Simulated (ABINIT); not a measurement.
The system is BAs.

```
As B
1.0
     0.00000    2.38850    2.38850
     2.38850    0.00000    2.38850
     2.38850    2.38850    0.00000
As B
1 1
Cartesian
  3.5827 3.5827 3.5827
  0.0000 0.0000 0.0000
```

Base run:

```yaml
Program: ABINIT 10.8.3 (patched build)
Functional: BLYP
Potentials_or_basis: JTH PAW PBE v2.0
Cutoff: 408 eV
k_mesh: 10 × 10 × 10
Occupations: fermi-dirac, width 0.05 eV
Spin: spin-orbit coupling, no magnetisation
```

Its results: band gap on the k mesh 1.35 eV, indirect (least direct gap 3.17 eV); pressure 7.6 GPa.

Q: The run is repeated on the same cell with these changes: spin from spin-orbit coupling, no magnetisation to no spin polarisation. What comes out?

A: Band gap on the k mesh 1.41 eV, indirect (least direct gap 3.37 eV); pressure 7.6 GPa.

Spin-orbit coupling splits the band edges, which narrows the gap.

Caveats: the PAW data sets were made with another functional, which shifts forces and pressure a little.
